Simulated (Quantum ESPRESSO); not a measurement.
Crystal: SnO2 (Cassiterite).

```
CELL_PARAMETERS angstrom
4.73800 0.00000 0.00000
0.00000 4.73800 0.00000
0.00000 0.00000 3.18650
ATOMIC_POSITIONS crystal
Sn 0.50000 0.50000 0.50000
Sn 0.00000 0.00000 0.00000
O 0.80710 0.19290 0.50000
O 0.19290 0.80710 0.50000
O 0.30710 0.30710 0.00000
O 0.69290 0.69290 0.00000
```

* Program: Quantum ESPRESSO 7.5
* Task: relaxation of cell and atoms
* Functional: PBE
* Dispersion: D4
* Potentials or basis: PseudoDojo 0.4.1 SR PBE standard
* Cutoff: 1143 eV
* Density cutoff: 4572 eV
* k mesh: 5 × 5 × 7
* Occupations: fermi-dirac, width 0.05 eV
* Spin: no spin polarisation

At the start: pressure 8.7 GPa; volume 11.92 Å³/atom.

**Question.** Where does the relaxation end?

**Answer.** Over 7 steps the energy falls by 13.7 meV/atom and the volume is 12.41 Å³/atom (+4.1 %); space group P4_2/mnm (No. 136, to 0.05 Å).

Step by step:
| step | energy change (eV) | largest force (eV/Å) | pressure (GPa) | volume (Å³) |
| --- | --- | --- | --- | --- |
| 1 | 0.0000 | 0.2869 | 8.74 | 71.53 |
| 2 | -0.0213 | 0.1641 | 7.51 | 71.87 |
| 3 | -0.0693 | 0.2272 | 2.34 | 73.46 |
| 4 | -0.0748 | 0.2214 | 1.25 | 73.86 |
| 5 | -0.0810 | 0.1112 | -0.11 | 74.43 |
| 6 | -0.0820 | 0.0302 | -0.18 | 74.50 |
| 7 | -0.0821 | 0.0006 | -0.03 | 74.45 |

Final structure:
```
Sn O
1.0
     4.79426    0.00000    0.00000
     0.00000    4.79426    0.00000
     0.00000    0.00000    3.23926
Sn O
2 4
Direct
  0.50000 0.50000 0.50000
  0.00000 0.00000 0.00000
  0.80632 0.19368 0.50000
  0.19368 0.80632 0.50000
  0.30632 0.30632 0.00000
  0.69368 0.69368 0.00000
```
